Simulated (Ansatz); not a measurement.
The system is SnO.

```xyz
4
Lattice="3.8137 0.0000 0.0000 0.0000 3.8137 0.0000 0.0000 0.0000 4.8869" Properties=species:S:1:pos:R:3 pbc="T T T"
Sn    1.9068    0.0000    3.7367
Sn    0.0000    1.9068    1.1503
O     0.0000    0.0000    0.0000
O     1.9068    1.9068    0.0000
```

The cell is a database's computed one.

Base run:

| Item | Value |
| --- | --- |
| Program | Ansatz 0.2.0 |
| Functional | LDA |
| Potentials or basis | Ansatz PAW |
| Cutoff | 420 eV |
| Density cutoff | 1680 eV |
| k mesh | 5 × 5 × 5 |
| Occupations | fermi-dirac, width 0.05 eV |
| Spin | spin-orbit coupling, no magnetisation |

Its results: pressure -3.3 GPa; largest force 0.237 eV/Å.

Task: The run is repeated on the same cell with these changes: functional from LDA to PBEsol. What comes out?

Result: Pressure -0.5 GPa; largest force 0.070 eV/Å.

PBEsol binds less tightly than LDA, so the same cell stands under more pressure.

Caveats: the PAW data sets come from PBE, with cores solved anew for the run's functional, which leaves a small shift of forces and pressure.

Not every run made on this cell is shown here.
